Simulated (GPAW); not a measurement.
The system is SnSe.

```
CELL_PARAMETERS angstrom
0.00000 3.01000 3.01000
3.01000 0.00000 3.01000
3.01000 3.01000 0.00000
ATOMIC_POSITIONS crystal
Sn 0.00000 0.00000 0.00000
Se 0.50000 0.50000 0.50000
```

Measurements of this composition are mostly on another form, of space group No. 62.

Base run:

```yaml
Program: GPAW 26.7.0
Functional: PBEsol
Potentials_or_basis: PAW data sets generated in the run's folder for this functional
Cutoff: 600 eV
Basis: pw
k_mesh: 8 × 8 × 8
Occupations: fermi-dirac, width 0.05 eV
Spin: no spin polarisation
```

Its results: pressure -2.1 GPa.

The run is repeated on the same cell with these changes: cutoff from 600 eV to 500 eV; k mesh from 8 × 8 × 8 to 6 × 6 × 6. What comes out?

Pressure -2.7 GPa.

Caveats: the cutoff is short for stress and forces, so pressures can be off by a GPa or more (some runs).
